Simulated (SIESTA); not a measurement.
Input of a SIESTA 5.4.2 run:

Contents of SiC.fdf:

```
SystemName                      SiC
SystemLabel                     SiC
NumberOfSpecies                 2
NumberOfAtoms                   8
%block ChemicalSpeciesLabel
  1  14 Si
  2   6 C
%endblock ChemicalSpeciesLabel

LatticeConstant                 1.0 Ang
%block LatticeVectors
     3.0756941497     0.0000000000     0.0000000000
    -1.5378470748     2.6636292679     0.0000000000
     0.0000000000     0.0000000000    10.0706464800
%endblock LatticeVectors
AtomicCoordinatesFormat         Fractional
%block AtomicCoordinatesAndAtomicSpecies
     0.0000000000     0.0000000000     0.1878943800  1  Si
     0.0000000000     0.0000000000     0.6878943800  1  Si
     0.3333333333     0.6666666667     0.4378419800  1  Si
     0.6666666667     0.3333333333     0.9378419800  1  Si
     0.0000000000     0.0000000000     0.0004600500  2  C
     0.0000000000     0.0000000000     0.5004600500  2  C
     0.3333333333     0.6666666667     0.2498025900  2  C
     0.6666666667     0.3333333333     0.7498025900  2  C
%endblock AtomicCoordinatesAndAtomicSpecies

%block kgrid.MonkhorstPack
   10   0   0  0.0
    0  10   0  0.0
    0   0   3  0.0
%endblock kgrid.MonkhorstPack
XC.Functional                   GGA
XC.Authors                      AM05
PAO.BasisSize                   DZP
PAO.EnergyShift                 0.003 Ry
Mesh.Cutoff                     500 Ry
OccupationFunction              FD
ElectronicTemperature           0.05 eV
MaxSCFIterations                120
SCF.MustConverge                false
SCF.Mixer.Method                Pulay
SCF.Mixer.Weight                0.25
SCF.Mixer.History               8
SCF.DM.Tolerance                5.0e-05
SCF.H.Tolerance                 1.0e-03 eV
WriteForces                     true
Charge.Mulliken                 end
BandLinesScale                  ReciprocalLatticeVectors
%block BandLines
    1    0.000000   0.000000   0.000000  \Gamma
   13    0.500000   0.000000   0.000000  M
    7    0.333333   0.333333   0.000000  K
   15    0.000000   0.000000   0.000000  \Gamma
    3    0.000000   0.000000   0.500000  A
   13    0.500000   0.000000   0.500000  L
    7    0.333333   0.333333   0.500000  H
   15    0.000000   0.000000   0.500000  A
    1    0.500000   0.000000   0.500000  L
    3    0.500000   0.000000   0.000000  M
    1    0.333333   0.333333   0.000000  K
    3    0.333333   0.333333   0.500000  H
%endblock BandLines
```

Potentials or basis: PseudoDojo 0.4 standard (PBEsol files), DZP (energy shift 0.003 Ry).

Launch:

```console
$ siesta < SiC.fdf > SiC.out 2>&1
```

(1) Estimate the band gap along the path.

(2) Predict the band gap on the k mesh.

Results:

(1) 2.10 eV, indirect (least direct gap 3.25 eV).

(2) 2.10 eV, indirect (least direct gap 3.25 eV).

Caveat: the basis of atomic orbitals isn't converged, which shifts pressures, moduli and gaps.
